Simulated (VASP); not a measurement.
# MgS: G0W0 quasiparticle levels with r2SCAN

The system is MgS.

```
Mg S
1.0
     3.61091    0.00000    0.00000
    -1.80545    3.12714    0.00000
     0.00000    0.00000    3.30526
Mg S
1 1
Direct
  0.00000 0.00000 0.50000
  0.66667 0.33333 0.00000
```

The cell was built by a generator and needn't be a form met in nature.

```
Program                         : VASP 6.6.1
Task                            : G0W0 quasiparticle levels
Functional                      : r2SCAN
Potentials or basis             : VASP PAW PBE potentials, release 64 (Mg_GW, S_GW)
Cutoff                          : 500 eV
k mesh                          : 5 × 5 × 4
Occupations                     : gaussian, width 0.01 eV
Spin                            : no spin polarisation
Cutoff of the response function : 200
Frequency points                : 64
Empty bands                     : 355
GW scheme                       : G0W0
GW iterations                   : 1
Further INCAR settings          : ALGO = EVGW0; EDIFF = 1e-08; NBANDS = 359
```

```
Band gap on the k mesh, mean-field level : 2.06 eV, indirect (least direct gap 2.96 eV)
Quasiparticle gap                        : 3.23 eV
Least direct quasiparticle gap           : 4.13 eV
```

Levels at points of the mesh, in eV from the valence-band top:
| k point | band 1 | band 2 | band 3 | band 4 | band 5 | band 6 | band 7 | band 8 |
| --- | --- | --- | --- | --- | --- | --- | --- | --- |
| (0.00, 0.00, 0.00) | -13.58 | -0.81 | -0.81 | -0.75 | 2.81 | 5.94 | 7.61 | 7.61 |
| (0.00, 0.00, 0.50) | -12.46 | -5.79 | -0.06 | -0.06 | 6.16 | 7.71 | 8.77 | 8.77 |

Run time: 20 min on 1 thread of Intel(R) Xeon(R) Platinum 8488C (Sapphire Rapids), with other jobs on the host, peak memory 0.99 GiB.

Caveat: the k mesh is coarse (spacing up to 0.48 Å⁻¹), so the values aren't converged; bands, screening cutoff and mesh are small and nothing is extrapolated, so the quasiparticle values aren't converged; an odd mesh through Γ misses points on the zone boundary, where band edges often lie.
